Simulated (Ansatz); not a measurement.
**InSe: random displacements**

Theory: DFT r2SCAN, scalar-relativistic, plane waves, PAW in Ansatz. Settings: plane waves to 500 eV, k-mesh 12×12×2 (Γ-centred), Gaussian smearing 0.05 eV. No spin polarisation. Energies are free energies at this smearing, counted from the undisturbed cell; pressure is positive in compression.

Zero of the scan (as given, not relaxed at this level):

```xyz
8
Lattice="4.0473 0.0000 0.0000 -2.0237 3.5051 0.0000 0.0000 0.0000 18.0521" Properties=species:S:1:pos:R:3 pbc="T T T"
In    4.0473    0.0000   10.4231
In    4.0473    0.0000    7.6289
In    0.0000    2.3367   16.6550
In    0.0000    2.3367    1.3971
Se    2.0237    1.1684   15.3984
Se    2.0237    1.1684    2.6537
Se    0.0000    2.3367   11.6800
Se    0.0000    2.3367    6.3721
```

The cell holds layers and no dispersion correction was added, so their binding is poorly described.

The atoms are displaced (Å, in the unstrained cell):

```csv
atom,ux,uy,uz
In1,-0.049,0.008,0.069
In2,0.117,0.046,-0.121
In3,0.063,-0.015,0.049
In4,-0.077,-0.045,0.083
Se5,0.043,0.017,0.037
Se6,-0.047,-0.064,-0.069
Se7,-0.015,0.069,-0.066
Se8,-0.034,-0.015,0.018
```

Strain (Voigt, engineering shear): (0.0482, 0.0247, 0.0281, 0.0504, -0.1113, -0.0541).

**Question.** What are the energy change, the stress and the forces?

**Answer.** ΔE = 96.2 meV/atom; stress (xx, yy, zz, yz, xz, xy; compression positive) (-2.85, -1.57, -2.61, -1.44, 2.33, 0.90) GPa; gap on the mesh 0.45 eV.
| atom | Fx (eV/Å) | Fy | Fz |
| --- | --- | --- | --- |
| In1 | -0.12 | 0.37 | -0.96 |
| In2 | -0.18 | -0.68 | 1.12 |
| In3 | 0.22 | 0.05 | -0.08 |
| In4 | -0.12 | 0.08 | -0.63 |
| Se5 | -0.53 | 0.03 | 0.49 |
| Se6 | 0.43 | -0.16 | 0.22 |
| Se7 | 0.44 | -0.50 | 0.15 |
| Se8 | -0.14 | 0.81 | -0.31 |

Cost: 1 run of about 6.5 core-minutes, on Oxide Virtual Turin-like Processor (Zen 5) (shared hosts).